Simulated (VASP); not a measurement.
Runs of VASP 6.6.1 on BAs. It takes space group F-43m (No. 216, cubic). Conventional cell: a = 4.786 Å, b = 4.786 Å, c = 4.786 Å, α = 90.00°, β = 90.00°, γ = 90.00°. Around B (site symmetry -43m) lie 4 As at 2.07 Å. As (site symmetry -43m) is surrounded by 4 B at 2.07 Å. 

```tsv
task	cell	gap on the mesh (eV)	pressure (GPa)
relaxation of the atoms	atoms relaxed from: a relaxed cell with its volume scaled by 0.94	(b)	10.0
relaxation of the atoms	atoms relaxed from: a relaxed cell with its volume scaled by 0.98	1.36	3.0
relaxation of the atoms	atoms relaxed	1.38	0.0
relaxation of the atoms	atoms relaxed from: a relaxed cell with its volume scaled by 1.06	1.44	-7.3
relaxation of the atoms	atoms relaxed from: a relaxed cell with its volume scaled by 1.04	(a)	-5.1
relaxation of the atoms	atoms relaxed from: a relaxed cell with its volume scaled by 0.96	1.33	6.3
relaxation of the atoms	atoms relaxed from: a relaxed cell with its volume scaled by 1.02	1.40	-2.7
relaxation of cell and atoms	relaxed	1.38	0.0
```

Alike in all rows: level r2SCAN; potentials or basis VASP PAW PBE potentials, release 64 (B, As); no spin polarisation; k mesh 10 × 10 × 10; cutoff (eV) 600; smearing gaussian 0.03 eV.

Question: Fill in the values left out.

Answer: (a) 1.42; (b) 1.31.

Caveats: the relaxation stopped at its first step, so nothing moved; the PAW data sets were made with another functional, which shifts forces and pressure a little.

A k mesh can miss the band edges, and the runs leave out spin-orbit coupling on As.
